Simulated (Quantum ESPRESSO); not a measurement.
Crystal: PbO2.

```
CELL_PARAMETERS angstrom
0.00000 2.70199 2.70199
2.70199 0.00000 2.70199
2.70199 2.70199 0.00000
ATOMIC_POSITIONS crystal
Pb 0.00000 0.00000 0.00000
O 0.75000 0.75000 0.75000
O 0.25000 0.25000 0.25000
```

The cell comes from a database or a generator and needn't be the stable form of this composition.

| Item | Value |
| --- | --- |
| Program | Quantum ESPRESSO 7.5 |
| Task | phonons |
| Functional | PBE |
| Potentials or basis | GBRV 1.5 PBE |
| Cutoff | 612 eV |
| Density cutoff | 4898 eV |
| k mesh | 9 × 9 × 9 |
| Occupations | cold, width 0.136 eV |
| Spin | no spin polarisation |
| Mixing beta | 0.5 |
| Most SCF iterations | 120 |
| SCF threshold | 6e-10 Ry |

The cell and the atoms were relaxed first, to 13.14 Å³/atom (a = 3.820 Å, b = 3.820 Å, c = 3.820 Å, α = 60.00°, β = 60.00°, γ = 60.00°), and the response was taken there.

Question: What is the highest optical frequency at the zone centre?

Answer: 414 cm⁻¹, a mode of symmetry T2g (Raman).

Optical modes at Γ, degenerate ones joined:
```csv
cm⁻¹,components,symmetry,active in
242,3,T1u,IR
414,3,T2g,Raman
```
